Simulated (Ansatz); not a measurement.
Reaction (formal exchange of groups at the Al–Br bond): `[CH3][Al]([SH])[Br]` + trifluoromethane → `[CH3][Al]([F])[SH]` + `FC(F)Br`

Computed with Ansatz on PBE0-D4/def2-TZVP structures; ΔE is electronic, products minus reactants. CCSD(T)/CBS adds triple-zeta CCSD(T) − MP2 to the extrapolated MP2 energy (def2 sets, frozen cores). This one scheme is used for every species. DFT in def2-TZVPP. B3LYP here is the variant with VWN-RPA as its local correlation; programs differ in this. For Br outer-core shells are correlated without core-valence functions, which leaves a few kJ/mol of doubt a bond. Scalar relativity is left out up to krypton. Each species was taken in one conformer, which may not be the lowest.

(1) Is it downhill or uphill in electronic energy at CCSD(T)/CBS, and by how much? (Estimate.)

(2) What do these levels give: PBE-D4, BLYP-D4, B3LYP-D4, BHLYP-D4, r2SCAN, PBE0, BHLYP, CAM-B3LYP, LC-ωPBE, MP2/def2-TZVPP, HF/def2-QZVPP, CCSD/CBS(def2)? (An estimate is asked.)

(3) What do rigid-rotor, harmonic-oscillator terms from PBE0-D4/def2-TZVP frequencies (298.15 K, 1 bar) make of the CCSD(T)/CBS value? (An estimate is asked.)

Largest T1 diagnostic among the species: 0.012.

Answers

(1) The calculation gave: Uphill: ΔE = +3.4 kcal/mol.

(2) Computed: PBE-D4 2.8, BLYP-D4 -0.2, B3LYP-D4 2.5, BHLYP-D4 5.9, r2SCAN 4.0, PBE0 5.4, BHLYP 5.2, CAM-B3LYP 3.2, LC-ωPBE 5.0, MP2/def2-TZVPP 3.8, HF/def2-QZVPP 9.3, CCSD/CBS(def2) 4.0 kcal/mol.

(3) Computed: ΔZPE = -0.8 kcal/mol, ΔH = +2.6 kcal/mol, ΔS = 10 J/(mol·K), ΔG = +1.9 kcal/mol. Modes under 50 cm⁻¹ make the entropy rough.

From PBE to PBE0 (25 % exact exchange), in def2-TZVPP and without D4, ΔE moves by +2.9 kcal/mol. At CCSD(T), def2-SVP lies +6.8 kcal/mol from the extrapolated value and def2-TZVPP +1.0 kcal/mol.
